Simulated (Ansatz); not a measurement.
All numbers below come from Ansatz, DFT PBE, scalar-relativistic, plane waves, PAW. All cells share a 420 eV cutoff and Γ-centred k meshes spaced at most about 0.3 Å⁻¹ (about 0.25 or finer for metals, 2π included). Spin is collinear in cells that carry moments; the others ran without spin or lost their moments.

Each guess is relaxed in cell and atoms at zero pressure, on a coarse mesh first where it starts far from rest and then on a converged one. The steps can't lower the symmetry of the start, but it can rise. Energies are static (0 K, no zero-point motion).

Two unrelaxed guesses for ScAl5:

A.

Space group P4/mmm (No. 123). a = 2.834 Å, b = 2.834 Å, c = 12.023 Å, α = 90.00°, β = 90.00°, γ = 90.00°
```tsv
atom	site	symmetry	x	y	z
Sc	1d	4/mmm	0.5000	0.5000	0.5000
Al	1a	4/mmm	0.0000	0.0000	0.0000
Al	2h	4mm	0.5000	0.5000	0.1667
Al	2g	4mm	0.0000	0.0000	0.3333
```

B.

Space group P-6m2 (No. 187). a = 2.858 Å, b = 2.858 Å, c = 13.653 Å, α = 90.00°, β = 90.00°, γ = 120.00°
```csv
atom,site,symmetry,x,y,z
Sc,1a,-6m2,0.0000,0.0000,0.0000
Al,2g,3m.,0.0000,0.0000,0.6667
Al,2h,3m.,0.3333,0.6667,0.8333
Al,1d,-6m2,0.3333,0.6667,0.5000
```

Question: Where do they end, and which end is lower?

Answer: A ends lower, by 75 meV/atom. A: P4/mmm at 16.1 Å³/atom → P4/mmm at 17.5 Å³/atom; B: P-6m2 at 16.1 Å³/atom → P-6m2 at 18.0 Å³/atom. Counting all near atoms (those within 1.25 times the shortest distance at each site), the end of A and the end of B both have Sc 12, Al 12. End of A. Conventional cell: a = 2.938 Å, c = 12.180 Å. Sc has 4 Sc at 2.94 Å and 8 Al at 3.00 Å; Al on a site of symmetry 4mm has 12 Al at 2.85–2.94 Å; Al on a site of symmetry 4/mmm has 12 Al at 2.87–2.94 Å; 1 more site not described. End of B. Conventional cell: a = 3.024 Å, c = 13.656 Å. Sc is surrounded by 6 Al at 2.96 Å and 6 Sc at 3.02 Å; around Al on a site of symmetry 3m lie 6 Al at 2.80–2.84 Å and 6 Al at 3.02 Å; around Al on a second site of symmetry 3m lie 3 Al at 2.80 Å, 3 Sc at 2.96 Å and 6 Al at 3.02 Å; 1 more site not described.

Ends held by symmetry can be saddle points. Neither end is the lowest form computed: that has Sc and Al ordered on fcc sites, space group Cmmm (No. 65) and lies 129 meV/atom below the better end. The magnetic state reached may not be the lowest. Some structure types and database cells were kept out of the candidates from the start, so a known form may be missing.
